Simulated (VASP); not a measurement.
# Au (a cell with a defect) in VASP: notebook

One crystal, Au (a cell with a defect), is run at these levels: PBE; tasks: single point.

Program: VASP 6.6.1. These are calculated values, not measurements. Logs are shortened: lines on timing, memory, paths and dates and some standing lists are left out, and cuts for length are marked.

## 1. Starting point

The cell holds a defect, 7 atoms: a = 5.853 Å, b = 5.853 Å, c = 5.853 Å, α = 60.00°, β = 60.00°, γ = 60.00°.

## 2. Single point, PBE

INCAR reads:

```
  PREC = Accurate
  ENCUT = 520
  EDIFF = 1E-7
  ISMEAR = 0
  SIGMA = 0.1
  LREAL = False
  LASPH = True
  NELM = 80
  ALGO = Normal
  ISIF = 2
  LWAVE = False
  LCHARG = False
  GGA = PE
  NBANDS = 48
```

KPOINTS reads:

```
Automatic mesh
0
Gamma
  3 3 3
```

POSCAR reads:

```
Au
1.0
    0.0000000000      4.1384880000      4.1384880000
    4.1384880000      0.0000000000      4.1384880000
    4.1384880000      4.1384880000      0.0000000000
Au
7
Direct
    0.0001547667      0.0012244810     -0.0024853280
    0.0002395803      0.5012194067     -0.0025264058
    0.0002421174      0.5011342307      0.4975150345
    0.5001264955      0.0012706331     -0.0024229864
    0.5001894412      0.0012717205      0.4974727485
    0.5002033351      0.5014487175     -0.0026907170
    0.5000572673      0.5013265714      0.4974502765
```

Potentials or basis: VASP PAW PBE potentials, release 64 (Au).

Started as:

```
> cat potpaw_PBE.64/Au/POTCAR > POTCAR
> mpirun -np 1 vasp_std > vasp.out
```

OUTCAR:

```text
PREC = Accurate
   ENCUT = 520
   EDIFF = 1E-7
   ISMEAR = 0
   LREAL = False
   LASPH = True
   NELM = 80
   ISIF = 2
   GGA = PE

 ion  position               nearest neighbor table
   1  0.000  0.001  0.998-   6 2.93   3 2.93   5 2.93   4 2.93   2 2.93   2 2.93   4 2.93   5 2.93
                             3 2.93   6 2.93
   2  0.000  0.501  0.997-   4 2.93   7 2.93   1 2.93   6 2.93   3 2.93   3 2.93   6 2.93   1 2.93
                             7 2.93   4 2.93
   3  0.000  0.501  0.498-   7 2.93   5 2.93   6 2.93   1 2.93   2 2.93   2 2.93   1 2.93   6 2.93
                             5 2.93   7 2.93
   4  0.500  0.001  0.998-   7 2.93   6 2.93   2 2.93   5 2.93   1 2.93   1 2.93   5 2.93   2 2.93
                             6 2.93   7 2.93
   5  0.500  0.001  0.497-   6 2.93   3 2.93   4 2.93   1 2.93   7 2.93   7 2.93   1 2.93   4 2.93
                             3 2.93   6 2.93
   6  0.500  0.501  0.997-   5 2.93   1 2.93   3 2.93   4 2.93   7 2.93   2 2.93   2 2.93   7 2.93
                             4 2.93   3 2.93   1 2.93   5 2.93
   7  0.500  0.501  0.497-   3 2.93   4 2.93   2 2.93   5 2.93   6 2.93   6 2.93   5 2.93   2 2.93
                             4 2.93   3 2.93

  LATTYP: Found a face centered cubic cell.
 ALAT       =     8.2769760000

  Lattice vectors:

 A1 = (   0.0000000000,   4.1384880000,   4.1384880000)
 A2 = (   4.1384880000,   0.0000000000,   4.1384880000)
 A3 = (   4.1384880000,   4.1384880000,   0.0000000000)

Analysis of symmetry for initial positions (statically):
=====================================================================
 Subroutine PRICEL returns:
 Original cell was already a primitive cell.

 Routine SETGRP: Setting up the symmetry group for a
 face centered cubic supercell.

 Subroutine GETGRP returns: Found  1 space group operations
 (whereof  1 operations were pure point group operations)
 out of a pool of 48 trial point group operations.

The static configuration has the point symmetry C_1 .

Analysis of symmetry for dynamics (positions and initial velocities):
=====================================================================
 Subroutine PRICEL returns:
 Original cell was already a primitive cell.

 Routine SETGRP: Setting up the symmetry group for a
 face centered cubic supercell.

 Subroutine GETGRP returns: Found  1 space group operations
 (whereof  1 operations were pure point group operations)
 out of a pool of 48 trial point group operations.

The dynamic configuration has the point symmetry C_1 .

 Subroutine INISYM returns: Found  1 space group operations
 (whereof  1 operations are pure point group operations),
 and found     1 'primitive' translations

----------------------------------------------------------------------------------------

                                     Primitive cell

  volume of cell :     141.7605

  direct lattice vectors                    reciprocal lattice vectors
     0.000000000  4.138488000  4.138488000    -0.120817071  0.120817071  0.120817071
     4.138488000  0.000000000  4.138488000     0.120817071 -0.120817071  0.120817071
     4.138488000  4.138488000  0.000000000     0.120817071  0.120817071 -0.120817071

  length of vectors
     5.852705857  5.852705857  5.852705857     0.209261306  0.209261306  0.209261306

  position of ions in fractional coordinates (direct lattice)
     0.000154767  0.001224481  0.997514672
     0.000239580  0.501219407  0.997473594
     0.000242117  0.501134231  0.497515034
     0.500126495  0.001270633  0.997577014
     0.500189441  0.001271721  0.497472749
     0.500203335  0.501448717  0.997309283
     0.500057267  0.501326571  0.497450276

  ion indices of the primitive-cell ions
   primitive index   ion index
                 1           1
                 2           2
                 3           3
                 4           4
                 5           5
                 6           6
                 7           7

----------------------------------------------------------------------------------------

 KPOINTS: Automatic mesh

Automatic generation of k-mesh.
 Grid dimensions read from file:
 generate k-points for:    3    3    3

 Generating k-lattice:

  Cartesian coordinates                     Fractional coordinates (reciprocal lattice)
    -0.040272357  0.040272357  0.040272357     0.333333333  0.000000000  0.000000000
     0.040272357 -0.040272357  0.040272357     0.000000000  0.333333333  0.000000000
     0.040272357  0.040272357 -0.040272357     0.000000000  0.000000000  0.333333333

  Length of vectors
     0.069753769  0.069753769  0.069753769

  Shift w.r.t. Gamma in fractional coordinates (k-lattice)
     0.000000000  0.000000000  0.000000000

 Subroutine IBZKPT returns following result:
 ===========================================

 Found     14 irreducible k-points:

 Following reciprocal coordinates:
            Coordinates               Weight
  0.000000  0.000000  0.000000      1.000000
  0.333333  0.000000  0.000000      2.000000
  0.000000  0.333333  0.000000      2.000000
  0.000000  0.000000  0.333333      2.000000
  0.333333  0.333333  0.333333      2.000000
  0.333333  0.333333  0.000000      2.000000
  0.000000  0.333333  0.333333      2.000000
  0.333333  0.000000  0.333333      2.000000
 -0.333333  0.333333  0.000000      2.000000
  0.000000 -0.333333  0.333333      2.000000
  0.333333  0.000000 -0.333333      2.000000
  0.333333  0.333333 -0.333333      2.000000
 -0.333333  0.333333 -0.333333      2.000000
  0.333333 -0.333333 -0.333333      2.000000
   k-points           NKPTS =     14   k-points in BZ     NKDIM =     14   number of bands    NBANDS=     48
   number of dos      NEDOS =    301   number of ions     NIONS =      7
   total plane-waves  NPLWV = 110592
   dimension x,y,z NGX =    48 NGY =   48 NGZ =   48
   dimension x,y,z NGXF=    96 NGYF=   96 NGZF=   96
   ions per type =               7
   NGX,Y,Z   is equivalent  to a cutoff of  13.63, 13.63, 13.63 a.u.
   NGXF,Y,Z  is equivalent  to a cutoff of  27.27, 27.27, 27.27 a.u.
 SYSTEM =  unknown system
   PREC   = accura    normal or accurate (medium, high low for compatibility)
   ISTART =      0    job   : 0-new  1-cont  2-samecut
   ICHARG =      2    charge: 1-file 2-atom 10-const
   ISPIN  =      1    spin polarized calculation?
   LNONCOLLINEAR =      F non collinear calculations
   LSORBIT =      F    spin-orbit coupling
   LASPH  =      T    aspherical Exc in radial PAW
   ENCUT  =  520.0 eV  38.22 Ry    6.18 a.u.  10.88 10.88 10.88*2*pi/ulx,y,z
   NELM   =     80;   NELMIN=  2; NELMDL= -5     # of ELM steps
   EDIFF  = 0.1E-06   stopping-criterion for ELM
   LREAL  =      F    real-space projection
   EDIFFG = 0.1E-05   stopping-criterion for IOM
   NSW    =      0    number of steps for IOM
   IBRION =     -1    ionic relax: 0-MD 1-quasi-New 2-CG
   NFREE  =      0    steps in history (QN), initial steepest desc. (CG)
   ISIF   =      2    stress and relaxation
   ISYM   =      2    0-nonsym 1-usesym 2-fastsym
   POTIM  = 0.5000    time-step for ionic-motion
   TEBEG  =    0.0;   TEEND  =   0.0 temperature during run
   PSTRESS=    0.0 pullay stress
   NELECT =      77.0000    total number of electrons
   NUPDOWN=      -1.0000    fix difference up-down
   EMIN   =  10.00;   EMAX   =-10.00  energy-range for DOS
   EFERMI =   0.00;   METHOD = LEGACY
   ISMEAR =     0;   SIGMA  =   0.10  broadening in eV -4-tet -1-fermi 0-gaus
   EFERMI_NEDOS =   21; number of points for ismear=-14 and -15
   IALGO  =     38    algorithm
   IMIX   =      4    mixing-type and parameters
     AMIX     =   0.40;   BMIX     =  1.00
     AMIX_MAG =   1.60;   BMIX_MAG =  1.00
  volume/ion in A,a.u.               =      20.25       136.66
  Fermi-wavevector in a.u.,A,eV,Ry     =   1.335734  2.524172 24.275322  1.784186
  Thomas-Fermi vector in A             =   2.464415
   LORBIT       =      0    0 simple, 1 ext, 2 COOP (PROOUT), +10 PAW based schemes
   GGA     = PE    functional components
   LHFCALC =     F    Hartree Fock is set to
   AEXX    =    0.0000 exact exchange contribution
   IVDW    =     0    specifies the selected vdW correction
   LEPSILON=     F    determine dielectric tensor
   LRPA    =     F    only Hartree local field effects (RPA)
 non-spin polarized calculation
 Gauss-broadening in eV      SIGMA  =   0.10
  energy-cutoff  :      520.00
  volume of cell :      141.76
 maximum number of plane-waves:      3856
 NGX is ok and might be reduce to    48
   NGX = 21   NGY = 21   NGZ = 21

 number of electron      77.0000008 magnetization

 Free energy of the ion-electron system (eV)
  ---------------------------------------------------
  ext. energy  EPLUGINS =         0.00000000
  ---------------------------------------------------
  free energy    TOTEN  =       -21.72907611 eV

  energy without entropy =      -21.68105470  energy(sigma->0) =      -21.70506540

 E-fermi :   7.1306     XC(G=0): -11.5479

 val. band max:        7.0955007884   @ k =   0.3333  -0.3333  -0.3333
 cond. band min:       7.2260356321   @ k =  -0.3333   0.3333  -0.3333
 fundamental gap:      0.1305348437
 Fermi energy:         7.1305769693

 k-point     1 :       0.0000    0.0000    0.0000
  band No.  band energies     occupation
      1      -1.7524      2.00000
      2       0.3565      2.00000
      3       0.3565      2.00000
      4       0.3565      2.00000
      5       0.3716      2.00000
      6       0.9609      2.00000
[... 40 lines left out ...]
     47      11.0159      0.00000
     48      12.4365      0.00000

 k-point     2 :       0.3333    0.0000    0.0000
  band No.  band energies     occupation
      1      -0.9397      2.00000
      2       0.3890      2.00000
      3       0.8359      2.00000
      4       0.8360      2.00000
      5       0.8903      2.00000
      6       1.4294      2.00000
[... 40 lines left out ...]
     47      14.2527      0.00000
     48      14.2528      0.00000

 k-point     3 :       0.0000    0.3333    0.0000
  band No.  band energies     occupation
      1      -0.9397      2.00000
      2       0.3890      2.00000
      3       0.8359      2.00000
      4       0.8360      2.00000
      5       0.8903      2.00000
      6       1.4295      2.00000
[... 40 lines left out ...]
     47      14.2526      0.00000
     48      14.2528      0.00000

 k-point     4 :       0.0000    0.0000    0.3333
  band No.  band energies     occupation
      1      -0.9397      2.00000
      2       0.3890      2.00000
      3       0.8358      2.00000
      4       0.8361      2.00000
      5       0.8903      2.00000
      6       1.4293      2.00000
[... 448 lines left out ...]
     47      14.5373      0.00000
     48      15.8522      0.00000

 k-point    13 :      -0.3333    0.3333   -0.3333
  band No.  band energies     occupation
      1       0.1638      2.00000
      2       0.6046      2.00000
      3       0.9931      2.00000
      4       1.6007      2.00000
      5       1.6119      2.00000
      6       1.6936      2.00000
[... 40 lines left out ...]
     47      14.5373      0.00000
     48      15.8522      0.00000

 k-point    14 :       0.3333   -0.3333   -0.3333
  band No.  band energies     occupation
      1       0.1638      2.00000
      2       0.6046      2.00000
      3       0.9931      2.00000
      4       1.6007      2.00000
      5       1.6119      2.00000
      6       1.6936      2.00000
[... 40 lines left out ...]
     47      14.5373      0.00000
     48      15.8522      0.00000

------------------------ aborting loop because EDIFF is reached ----------------------------------------

  FORCE on cell =-STRESS in cart. coord.  units (eV):
  Direction    XX          YY          ZZ          XY          YZ          ZX
  --------------------------------------------------------------------------------------
  -------------------------------------------------------------------------------------
  Total       -3.6078649     -3.6078292     -3.6078775     -0.0000385      0.0000230      0.0000100
  in kB      -40.7761059    -40.7757025    -40.7762491     -0.0004354      0.0002598      0.0001128
  external PRESSURE =     -40.7760192 kB  Pullay stress =       0.0000000 kB

 VOLUME and BASIS-vectors are now :
 -----------------------------------------------------------------------------
  energy-cutoff  :      520.00
  volume of cell :      141.76
      direct lattice vectors                 reciprocal lattice vectors
     0.000000000  4.138488000  4.138488000    -0.120817071  0.120817071  0.120817071
     4.138488000  0.000000000  4.138488000     0.120817071 -0.120817071  0.120817071
     4.138488000  4.138488000  0.000000000     0.120817071  0.120817071 -0.120817071

 POSITION                                       TOTAL-FORCE (eV/Angst)
 -----------------------------------------------------------------------------------
      4.13327      4.12884      0.00571         0.001093     -0.000544     -0.000299
      6.20232      4.12902      2.07528         0.001795     -0.000658     -0.001234
      4.13290      2.05996      2.07494         0.000323     -0.002870      0.000097
      4.13372      6.19823      2.07503        -0.000584     -0.000572      0.001748
      2.06405      4.12881      2.07529        -0.000478     -0.000414      0.001255
      6.20259      6.19744      4.14532        -0.001062      0.002625     -0.002916
      4.13343      4.12817      4.14421        -0.001086      0.002434      0.001349
 -----------------------------------------------------------------------------------
    total drift:                                0.000051      0.000134     -0.000061

  FREE ENERGIE OF THE ION-ELECTRON SYSTEM (eV)
  ---------------------------------------------------
  free  energy   TOTEN  =       -21.7290761063 eV

  energy  without entropy=      -21.6810547032  energy(sigma->0) =      -21.70506540
```

It took 91 s on 1 thread of Intel Xeon Platinum 8488C (Sapphire Rapids), shared host; peak memory 0.34 GiB.

What came out:

| Item | Value |
| --- | --- |
| Free energy | -21.7291 eV |
| Pressure | -4.1 GPa |
| Largest force | 0.004 eV/Å |
| Band gap on the k mesh | none (metal or under the smearing width) |

Forces in eV/Å, atoms in the order of the input:
```
Au   0.001 -0.001  0.000
Au   0.002 -0.001 -0.001
Au   0.000 -0.003  0.000
Au  -0.001 -0.001  0.002
Au   0.000  0.000  0.001
Au  -0.001  0.003 -0.003
Au  -0.001  0.002  0.001
```

Caveat: the k mesh is coarse (spacing up to 0.44 Å⁻¹), so the values aren't converged. Spin-orbit coupling is left out, which matters for the levels of Au.

[end of part 1 of 2]
